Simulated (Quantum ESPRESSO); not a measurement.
NiO:

```
Ni O
1.0
     0.00000    2.08590    2.08590
     2.08590    0.00000    2.08590
     2.08590    2.08590    0.00000
Ni O
1 1
Cartesian
  0.0000 0.0000 0.0000
  2.0859 2.0859 2.0859
```

Program: Quantum ESPRESSO 7.5. Alike in all runs: spin collinear, ferromagnetic start; cell as given; smearing fermi-dirac 0.05 eV.

Problem. Order these runs on this cell by their pressure, lowest first.
A. level vdW-DF; potentials or basis PseudoDojo 0.4.1 SR PBE standard; k mesh 11 × 11 × 11; cutoff (eV) 1333; mesh quality not flagged
B. level LDA; potentials or basis PseudoDojo 0.4.1 SR LDA standard; k mesh 11 × 11 × 11; cutoff (eV) 1333; form of the LDA correlation PW92; mesh quality not flagged
C. level PBE; potentials or basis PseudoDojo 0.4.1 SR PBE standard; k mesh 7 × 7 × 7; cutoff (eV) 1333; k mesh for the Wannier functions 7 × 7 × 7; mesh quality coarse
D. level PBE; potentials or basis PseudoDojo 0.4.1 SR PBE standard; k mesh 4 × 4 × 4; cutoff (eV) 1333; mesh quality coarse
E. level PBEsol; potentials or basis GBRV 1.5 PBEsol; k mesh 11 × 11 × 11; cutoff (eV) 612; mesh quality not flagged

Solution. B (-20.4 GPa), E (-11.5 GPa), C (-2.2 GPa), D (1.8 GPa), A (5.9 GPa).

Caveats: some runs use coarse meshes; so large a pressure means that the cell lies far from this level's equilibrium, or that cutoff or potentials fall short (some runs); a cell with one magnetic atom can't hold antiferromagnetic order, which such compounds often take (some runs); the potentials were made for another functional, which shifts forces and pressure (some runs).

Not every run made on this cell is shown here.
